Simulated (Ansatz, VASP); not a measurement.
## One calculation of Ga, two programs

```
CELL_PARAMETERS angstrom
2.21789 -3.74191 0.00000
2.21789 3.74191 0.00000
0.00000 0.00000 4.42496
ATOMIC_POSITIONS crystal
Ga 0.84436 0.15564 0.08594
Ga 0.65564 0.34436 0.58594
Ga 0.15564 0.84436 0.91406
Ga 0.34436 0.65564 0.41406
```

Alike in both runs: task single point; functional LDA; k mesh 8 × 8 × 7; no spin polarisation.

|  | VASP | Ansatz |
| --- | --- | --- |
| version | VASP 6.6.1 | Ansatz 0.2.0 |
| potentials or method | VASP PAW LDA potentials, release 64 (Ga_d) | plane waves (420 eV) with PAW, scalar-relativistic |
| plane-wave cutoff (eV) | 520 | 420 |
| occupations | methfessel-paxton of order 1, width 0.3 eV | cold, width 0.3 eV |
| valence electrons in the cell | 52 | 52 |

```csv
,VASP,Ansatz,Ansatz less VASP
pressure (GPa),0.2,0.0,-0.19
largest component of the traceless stress (GPa),0.13,0.15,+0.017
```

Ansatz warned: «pseudo_functional_mismatch».
